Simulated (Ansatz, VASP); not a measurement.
**Ca: VASP beside Ansatz**

```
CELL_PARAMETERS angstrom
-2.16963 2.16963 2.26872
2.16963 -2.16963 2.26872
2.16963 2.16963 -2.26872
ATOMIC_POSITIONS crystal
Ca 0.50000 0.50000 0.00000
```

Alike in both runs: task single point; functional PBE; k mesh 18 × 18 × 18; occupations gaussian, width 0.15 eV; no spin polarisation.

```csv
,VASP,Ansatz
version,VASP 6.6.1,Ansatz 0.2.0
potentials or method,"VASP PAW PBE potentials, release 64 (Ca_sv)","scalar-relativistic, plane waves, PAW"
plane-wave cutoff (eV),520,420
valence electrons in the cell,10,10
```

|  | VASP | Ansatz | Ansatz less VASP |
| --- | --- | --- | --- |
| gap on the k mesh at the Fermi level (eV) | none | none | - |
| pressure (GPa) | -0.2 | -0.2 | 0.00 |
| largest component of the traceless stress (GPa) | 0.08 | 0.08 | 0.000 |

A gap of «none» marks a metal or a gap that the smearing closes.
